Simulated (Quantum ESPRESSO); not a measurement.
# F on fcc sites of Co(0001), stepped through the coverage, part 9 of 10

Aim: how the results for F on fcc sites of Co(0001) change with the coverage.

Quantum ESPRESSO 7.5; plane-wave DFT, PBE, GBRV ultrasoft pseudopotentials.

So far. Step 9 (Relaxing the ions, 0.75 ML): The relaxation lowers the energy by 156 meV an atom. On the free atoms the largest force ends at 0.037 eV/Å. Step 10 (SCF with pw.x, 0.75 ML): Inside the slab this potential holds the local part of the pseudopotentials, which can be repulsive at the nuclei; only its value in the vacuum has a meaning of its own.

### Step 11. Relaxation with pw.x, 1 ML

System of this step: Co(0001), 3 layers, 1 sites a cell, 1 F on fcc sites. The cell holds 4 atoms: 3 Co and 1 F. Cell: a = 2.491 Å, b = 2.491 Å, c = 19.005 Å, α = 90.0°, β = 90.0°, γ = 60.0°. It derives from Co. Vacuum lies along c.

m7.relax.in

```
&control
  prefix = 'm7.relax'
  outdir = './out'
  pseudo_dir = './pseudo'
  nstep = 70
  forc_conv_thr = 0.0015
  calculation = 'relax'
/
&system
  ibrav = 0
  nat = 4
  ntyp = 2
  ecutwfc = 40
  ecutrho = 200
  occupations = 'smearing'
  smearing = 'mv'
  degauss = 0.02
  nspin = 2
  starting_magnetization(1) = 0.28
/
&electrons
  conv_thr = 1e-07
  mixing_beta = 0.3
  electron_maxstep = 120
  mixing_mode = 'local-TF'
/
&ions
/
ATOMIC_SPECIES
  Co  58.9332  co_pbe_v1.2.uspp.F.UPF
  F   18.9984  f_pbe_v1.4.uspp.F.UPF
CELL_PARAMETERS angstrom
  2.49074849200000 0.00000000000000 0.00000000000000
  1.24537424600000 2.15705146850978 0.00000000000000
  0.00000000000000 0.00000000000000 19.00516934814567
ATOMIC_POSITIONS crystal
  Co  0.666666666700 0.666666666700 0.364797138053 0 0 0
  Co  0.333333333400 0.333333333400 0.470880666937 0 0 0
  Co  0.666666666700 0.666666666700 0.576964195822
  F   0.000000000000 0.000000000000 0.635202861947
K_POINTS automatic
  10 10 1 0 0 0
```

The run is started by

```console
OMP_NUM_THREADS=1 mpirun -n 8 pw.x -nk 4 -in m7.relax.in > m7.relax.out
```

Log:

```text
[banner, memory and clock lines left out]
Program PWSCF v.7.5 starts
[...]
Message from routine setup:
[...]
number of electrons       =        58.00
     number of Kohn-Sham states=           35
     kinetic-energy cutoff     =      40.0000  Ry
     charge density cutoff     =     200.0000  Ry
[...]
number of k points=    14  Marzari-Vanderbilt smearing, width (Ry)=  0.0200
[...]
Dense  grid:    33029 G-vectors     FFT dimensions: (  24,  24, 162)
[...]
negative rho (up, down):  7.860E-05 6.583E-05
     Starting wfcs are   43 randomized atomic wfcs
[...]
negative rho (up, down):  3.928E-02 3.568E-02
[...]
estimated scf accuracy    <     323.34368848 Ry
     total magnetization       =     2.43 Bohr mag/cell
     absolute magnetization    =     2.82 Bohr mag/cell
[...]
negative rho (up, down):  5.722E-02 5.299E-02
[...]
estimated scf accuracy    <      55.33857148 Ry
     total magnetization       =     4.27 Bohr mag/cell
     absolute magnetization    =     5.05 Bohr mag/cell
[...]
negative rho (up, down):  4.606E-02 4.317E-02
[...]
estimated scf accuracy    <      11.75418599 Ry
     total magnetization       =     4.68 Bohr mag/cell
     absolute magnetization    =     5.01 Bohr mag/cell
[...]
negative rho (up, down):  4.301E-02 4.000E-02
[...]
estimated scf accuracy    <       3.34200694 Ry
     total magnetization       =     4.95 Bohr mag/cell
     absolute magnetization    =     5.37 Bohr mag/cell
[...]
negative rho (up, down):  3.592E-02 3.348E-02
[...]
estimated scf accuracy    <       1.57810151 Ry
     total magnetization       =     5.41 Bohr mag/cell
     absolute magnetization    =     5.90 Bohr mag/cell
[...]
negative rho (up, down):  2.066E-02 2.067E-02
[...]
estimated scf accuracy    <       1.44473072 Ry
     total magnetization       =     5.44 Bohr mag/cell
     absolute magnetization    =     5.90 Bohr mag/cell
[...]
negative rho (up, down):  1.319E-02 1.330E-02
[...]
estimated scf accuracy    <       0.78638229 Ry
     total magnetization       =     5.48 Bohr mag/cell
     absolute magnetization    =     5.87 Bohr mag/cell
[...]
negative rho (up, down):  9.457E-03 9.530E-03
[...]
estimated scf accuracy    <       0.15150565 Ry
     total magnetization       =     5.57 Bohr mag/cell
     absolute magnetization    =     5.99 Bohr mag/cell
[...]
negative rho (up, down):  1.985E-05 2.051E-05
[...]
estimated scf accuracy    <       0.38301033 Ry
     total magnetization       =     5.49 Bohr mag/cell
     absolute magnetization    =     5.91 Bohr mag/cell
[...]
negative rho (up, down):  2.229E-05 1.624E-05
[...]
estimated scf accuracy    <       0.03627544 Ry
     total magnetization       =     5.71 Bohr mag/cell
     absolute magnetization    =     6.15 Bohr mag/cell
[...]
negative rho (up, down):  1.649E-04 1.214E-04
[...]
estimated scf accuracy    <       0.02580517 Ry
     total magnetization       =     5.77 Bohr mag/cell
     absolute magnetization    =     6.23 Bohr mag/cell
[...]
negative rho (up, down):  1.652E-04 5.929E-05
[...]
estimated scf accuracy    <       0.02158537 Ry
     total magnetization       =     5.76 Bohr mag/cell
     absolute magnetization    =     6.24 Bohr mag/cell
[...]
negative rho (up, down):  3.966E-03 3.902E-03
[...]
estimated scf accuracy    <       0.01381315 Ry
     total magnetization       =     5.76 Bohr mag/cell
     absolute magnetization    =     6.25 Bohr mag/cell
[...]
negative rho (up, down):  6.735E-03 6.635E-03
[...]
estimated scf accuracy    <       0.01374521 Ry
     total magnetization       =     5.76 Bohr mag/cell
     absolute magnetization    =     6.26 Bohr mag/cell
[...]
negative rho (up, down):  7.294E-03 7.330E-03
[...]
estimated scf accuracy    <       0.00489410 Ry
     total magnetization       =     5.76 Bohr mag/cell
     absolute magnetization    =     6.27 Bohr mag/cell
[...]
negative rho (up, down):  5.457E-03 5.272E-03
[...]
estimated scf accuracy    <       0.00216523 Ry
     total magnetization       =     5.75 Bohr mag/cell
     absolute magnetization    =     6.26 Bohr mag/cell
[...]
negative rho (up, down):  3.004E-03 2.825E-03
[...]
estimated scf accuracy    <       0.00117875 Ry
     total magnetization       =     5.76 Bohr mag/cell
     absolute magnetization    =     6.27 Bohr mag/cell
[...]
negative rho (up, down):  6.826E-04 5.941E-04
[...]
estimated scf accuracy    <       0.00036158 Ry
     total magnetization       =     5.76 Bohr mag/cell
     absolute magnetization    =     6.27 Bohr mag/cell
[...]
negative rho (up, down):  1.974E-04 1.823E-04
[...]
estimated scf accuracy    <       0.00008407 Ry
     total magnetization       =     5.76 Bohr mag/cell
     absolute magnetization    =     6.27 Bohr mag/cell
[...]
negative rho (up, down):  2.912E-05 2.948E-05
[...]
estimated scf accuracy    <       0.00001067 Ry
     total magnetization       =     5.76 Bohr mag/cell
     absolute magnetization    =     6.27 Bohr mag/cell
[...]
negative rho (up, down):  2.161E-05 2.015E-05
[...]
estimated scf accuracy    <       0.00000347 Ry
     total magnetization       =     5.76 Bohr mag/cell
     absolute magnetization    =     6.27 Bohr mag/cell
[...]
negative rho (up, down):  3.582E-05 3.563E-05
[...]
estimated scf accuracy    <       0.00000105 Ry
     total magnetization       =     5.76 Bohr mag/cell
     absolute magnetization    =     6.27 Bohr mag/cell
[...]
negative rho (up, down):  3.908E-05 3.581E-05
[...]
estimated scf accuracy    <       0.00000069 Ry
     total magnetization       =     5.76 Bohr mag/cell
     absolute magnetization    =     6.27 Bohr mag/cell
[...]
negative rho (up, down):  4.923E-05 4.668E-05
[...]
estimated scf accuracy    <       0.00000022 Ry
     total magnetization       =     5.76 Bohr mag/cell
     absolute magnetization    =     6.27 Bohr mag/cell
[...]
negative rho (up, down):  3.933E-05 4.093E-05
[...]
the Fermi energy is     3.4492 ev
!    total energy              =    -943.95092649 Ry
     estimated scf accuracy    <       0.00000010 Ry
     smearing contrib. (-TS)   =       0.00077697 Ry
     internal energy E=F+TS    =    -943.95170346 Ry
[...]
one-electron contribution =   -6190.71462207 Ry
     hartree contribution      =    3103.47885027 Ry
     xc contribution           =    -107.61423736 Ry
[...]
negative rho (up, down):  4.215E-05 4.242E-05
[...]
estimated scf accuracy    <       0.00000005 Ry
     total magnetization       =     5.85 Bohr mag/cell
     absolute magnetization    =     6.34 Bohr mag/cell
[...]
negative rho (up, down):  3.871E-05 3.958E-05
[...]
estimated scf accuracy    <       0.00000002 Ry
     total magnetization       =     5.85 Bohr mag/cell
     absolute magnetization    =     6.34 Bohr mag/cell
[...]
negative rho (up, down):  3.907E-05 4.020E-05
[...]
the Fermi energy is     2.6737 ev
!    total energy              =    -943.99657904 Ry
     estimated scf accuracy    <          8.3E-09 Ry
     smearing contrib. (-TS)   =      -0.00042992 Ry
     internal energy E=F+TS    =    -943.99614912 Ry
[...]
one-electron contribution =   -6157.12432504 Ry
     hartree contribution      =    3085.63304970 Ry
     xc contribution           =    -107.43524666 Ry
     ewald contribution        =    2234.93037288 Ry
     total magnetization       =     5.85 Bohr mag/cell
     absolute magnetization    =     6.34 Bohr mag/cell
     convergence has been achieved in  15 iterations
     negative rho (up, down):  3.907E-05 4.020E-05
[...]
Total force =     0.031470     Total SCF correction =     0.000184
[...]
negative rho (up, down):  8.374E-05 8.790E-05
[...]
negative rho (up, down):  1.394E-04 1.484E-04
[...]
estimated scf accuracy    <       0.18612521 Ry
     total magnetization       =     5.87 Bohr mag/cell
     absolute magnetization    =     6.33 Bohr mag/cell
[...]
negative rho (up, down):  1.714E-04 1.792E-04
[...]
estimated scf accuracy    <       0.03431561 Ry
     total magnetization       =     5.88 Bohr mag/cell
     absolute magnetization    =     6.37 Bohr mag/cell
[...]
negative rho (up, down):  5.502E-04 5.272E-04
[...]
estimated scf accuracy    <       0.01603983 Ry
     total magnetization       =     5.88 Bohr mag/cell
     absolute magnetization    =     6.36 Bohr mag/cell
[...]
negative rho (up, down):  7.499E-04 7.203E-04
[...]
estimated scf accuracy    <       0.00769394 Ry
     total magnetization       =     5.88 Bohr mag/cell
     absolute magnetization    =     6.37 Bohr mag/cell
[...]
negative rho (up, down):  9.265E-04 9.186E-04
[...]
estimated scf accuracy    <       0.00170241 Ry
     total magnetization       =     5.88 Bohr mag/cell
     absolute magnetization    =     6.37 Bohr mag/cell
[...]
negative rho (up, down):  1.024E-03 1.024E-03
[...]
estimated scf accuracy    <       0.00197402 Ry
     total magnetization       =     5.88 Bohr mag/cell
     absolute magnetization    =     6.37 Bohr mag/cell
[...]
negative rho (up, down):  8.837E-04 8.870E-04
[...]
estimated scf accuracy    <       0.00017112 Ry
     total magnetization       =     5.88 Bohr mag/cell
     absolute magnetization    =     6.37 Bohr mag/cell
[...]
negative rho (up, down):  7.753E-04 7.757E-04
[...]
estimated scf accuracy    <       0.00004278 Ry
     total magnetization       =     5.88 Bohr mag/cell
     absolute magnetization    =     6.37 Bohr mag/cell
[...]
negative rho (up, down):  4.783E-04 4.721E-04
[...]
estimated scf accuracy    <       0.00001531 Ry
     total magnetization       =     5.88 Bohr mag/cell
     absolute magnetization    =     6.37 Bohr mag/cell
[...]
negative rho (up, down):  2.456E-04 2.374E-04
[...]
estimated scf accuracy    <       0.00000622 Ry
     total magnetization       =     5.88 Bohr mag/cell
     absolute magnetization    =     6.37 Bohr mag/cell
[...]
negative rho (up, down):  1.599E-04 1.533E-04
[...]
estimated scf accuracy    <       0.00000267 Ry
     total magnetization       =     5.88 Bohr mag/cell
     absolute magnetization    =     6.37 Bohr mag/cell
[...]
negative rho (up, down):  7.750E-05 7.259E-05
[...]
estimated scf accuracy    <       0.00000123 Ry
     total magnetization       =     5.88 Bohr mag/cell
     absolute magnetization    =     6.37 Bohr mag/cell
[...]
negative rho (up, down):  5.195E-05 4.780E-05
[...]
estimated scf accuracy    <       0.00000044 Ry
     total magnetization       =     5.88 Bohr mag/cell
     absolute magnetization    =     6.37 Bohr mag/cell
[...]
negative rho (up, down):  4.174E-05 3.913E-05
[...]
absolute magnetization    =     6.37 Bohr mag/cell
[...]
negative rho (up, down):  4.049E-05 3.916E-05
[...]
the Fermi energy is     2.6259 ev
!    total energy              =    -943.99878227 Ry
     estimated scf accuracy    <       0.00000001 Ry
     smearing contrib. (-TS)   =      -0.00013700 Ry
     internal energy E=F+TS    =    -943.99864527 Ry
[...]
one-electron contribution =   -6109.37352559 Ry
     hartree contribution      =    3061.69355246 Ry
     xc contribution           =    -107.40947247 Ry
     ewald contribution        =    2211.09080033 Ry
     total magnetization       =     5.88 Bohr mag/cell
     absolute magnetization    =     6.37 Bohr mag/cell
     convergence has been achieved in  17 iterations
     negative rho (up, down):  4.049E-05 3.916E-05
[...]
Total force =     0.032372     Total SCF correction =     0.000687
[...]
negative rho (up, down):  9.935E-05 1.091E-04
[...]
negative rho (up, down):  1.917E-04 2.071E-04
[...]
estimated scf accuracy    <       0.83402495 Ry
     total magnetization       =     5.87 Bohr mag/cell
     absolute magnetization    =     6.31 Bohr mag/cell
[...]
negative rho (up, down):  2.606E-04 2.740E-04
[...]
estimated scf accuracy    <       0.19806313 Ry
     total magnetization       =     5.92 Bohr mag/cell
     absolute magnetization    =     6.42 Bohr mag/cell
[...]
negative rho (up, down):  7.812E-04 7.709E-04
[...]
estimated scf accuracy    <       0.04839018 Ry
     total magnetization       =     5.92 Bohr mag/cell
     absolute magnetization    =     6.40 Bohr mag/cell
[...]
negative rho (up, down):  1.389E-03 1.340E-03
[...]
estimated scf accuracy    <       0.05649674 Ry
     total magnetization       =     5.93 Bohr mag/cell
     absolute magnetization    =     6.40 Bohr mag/cell
[...]
negative rho (up, down):  1.876E-03 1.857E-03
[...]
estimated scf accuracy    <       0.01748302 Ry
     total magnetization       =     5.92 Bohr mag/cell
     absolute magnetization    =     6.41 Bohr mag/cell
[...]
negative rho (up, down):  2.188E-03 2.191E-03
[...]
estimated scf accuracy    <       0.01296848 Ry
     total magnetization       =     5.92 Bohr mag/cell
     absolute magnetization    =     6.43 Bohr mag/cell
[...]
negative rho (up, down):  1.969E-03 1.982E-03
[...]
estimated scf accuracy    <       0.00122883 Ry
     total magnetization       =     5.92 Bohr mag/cell
     absolute magnetization    =     6.42 Bohr mag/cell
[...]
negative rho (up, down):  1.791E-03 1.798E-03
[...]
estimated scf accuracy    <       0.00102564 Ry
     total magnetization       =     5.92 Bohr mag/cell
     absolute magnetization    =     6.42 Bohr mag/cell
[...]
negative rho (up, down):  1.319E-03 1.315E-03
[...]
estimated scf accuracy    <       0.00009091 Ry
     total magnetization       =     5.92 Bohr mag/cell
     absolute magnetization    =     6.42 Bohr mag/cell
[...]
negative rho (up, down):  8.674E-04 8.558E-04
[...]
estimated scf accuracy    <       0.00006545 Ry
     total magnetization       =     5.92 Bohr mag/cell
     absolute magnetization    =     6.42 Bohr mag/cell
[...]
negative rho (up, down):  5.369E-04 5.229E-04
[...]
estimated scf accuracy    <       0.00002825 Ry
     total magnetization       =     5.92 Bohr mag/cell
     absolute magnetization    =     6.42 Bohr mag/cell
[...]
negative rho (up, down):  1.838E-04 1.729E-04
[...]
estimated scf accuracy    <       0.00000948 Ry
     total magnetization       =     5.92 Bohr mag/cell
     absolute magnetization    =     6.42 Bohr mag/cell
[...]
```

Run time: 93 s. Hardware: 8 MPI ranks of Arm Neoverse V1, shared host; peak memory 0.59 GiB.

Step by step:

```
step  energy less that of the first step (eV)  largest force (eV/Å)
   1                                   0.0000                5.3705
   2                                  -0.5699                1.1933
   3                                  -0.5975                0.6853
   4                                  -0.6211                0.7298
   5                                  -0.6511                0.8322
   6                                  -0.6834                0.7321
   7                                  -0.6979                0.4399
   8                                  -0.7025                0.1461
   9                                  -0.7032                0.0332
```

The atoms that moved most (Å):

```
atom     dx     dy     dz  length
  F4  0.000  0.000  0.353   0.353
 Co3  0.000  0.000  0.072   0.072
```

Final coordinates:

```cif
data_structure
_symmetry_space_group_name_H-M 'P 1'
_symmetry_Int_Tables_number 1
_cell_length_a 2.4907
_cell_length_b 2.4907
_cell_length_c 19.0052
_cell_angle_alpha 90.000
_cell_angle_beta 90.000
_cell_angle_gamma 60.000
_cell_volume 102.11
loop_
_atom_site_label
_atom_site_type_symbol
_atom_site_fract_x
_atom_site_fract_y
_atom_site_fract_z
_atom_site_occupancy
Co1 Co 0.66667 0.66667 0.36480 1
Co2 Co 0.33333 0.33333 0.47088 1
Co3 Co 0.66667 0.66667 0.58077 1
F4 F 0.00000 0.00000 0.65378 1
```

The relaxation lowers the energy by 176 meV an atom. On the free atoms the largest force ends at 0.033 eV/Å.

Read from the output:

- free energy: -12843.8098 eV
- Fermi energy: 2.674 eV
- total moment: 5.95 μB
- absolute moment: 6.46 μB
- site moments: 1.789, 1.736, 2.09, 0.1974 μB

(Part 9 of 10 ends here.)

[Logs are printed without paths, hosts, clocks, repeated set-up lines and the standing remarks that a program may print on its own settings, such as how far it seeks lower states.]

[Hosts, paths, dates, database ids (printed as entryN), source tags and the programs' standing remarks are cut or masked in the printed files.]

[Maps of the electrostatic potential energy from Ansatz leave out the sawtooth potential of an applied field or a dipole correction, so their vacuum need not be flat; planar profiles and work functions include it.]
